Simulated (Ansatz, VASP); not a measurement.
## TiTe2 and the effect of the dispersion correction

The cell as given:

```xyz
3
Lattice="3.0256 0.0000 0.0000 0.0000 3.0256 0.0000 0.0000 0.0000 9.3016" Properties=species:S:1:pos:R:3 pbc="T T T"
Ti    0.0000    0.0000    0.0000
Te    0.0000    0.0000    2.7376
Te    0.0000    0.0000    6.5641
```

Measurements of this composition are mostly on another form, of space group No. 164.

Kept alike: task relaxation of cell and atoms; functional PBEsol; k mesh 9 × 9 × 3; occupations fermi-dirac, width 0.05 eV; no spin polarisation. Program: Ansatz, Ansatz PAW, cutoff 420 eV. The mesh is that of the run's cell of 3 atoms. No spin-orbit coupling.

| dispersion correction | volume (Å³/atom) | first edge of the run's cell (Å) | third edge of the run's cell (Å) |
| --- | --- | --- | --- |
| D3(BJ) | 26.987 | 2.987 | 9.074 |
| D4 | 27.879 | 3.011 | 9.225 |
| none | 29.084 | 3.034 | 9.477 |

The relaxations keep at least the cell's symmetry (P4/mmm). For a metal such a mesh leaves the last digits unconverged. Relaxations stop with a little pressure left, so the last digits of a volume or edge aren't settled. All rows use potentials made for PBE.

Q: What does the dispersion correction change here?

A: The volume runs from 26.987 (D3(BJ)) to 29.084 Å³/atom (none). Against no correction: D3(BJ) -7.2 %; D4 -4.1 %. Dispersion terms mostly attract and so lower the volume; the schemes' coefficients and damping set how far. A twin series (VASP, PBE PAW files Te, Ti_sv, 600 eV) moves it by +2.0988 between D3(BJ) and none, against +2.0974 Å³/atom here. The first edge of the run's cell runs from 2.987 (D3(BJ)) to 3.034 Å (none). A twin series (VASP, PBE PAW files Te, Ti_sv, 600 eV) moves it by +0.0479 between D3(BJ) and none, against +0.0472 Å here. The third edge of the run's cell runs from 9.074 (D3(BJ)) to 9.477 Å (none). A twin series (VASP, PBE PAW files Te, Ti_sv, 600 eV) moves it by +0.3991 between D3(BJ) and none, against +0.4033 Å here.
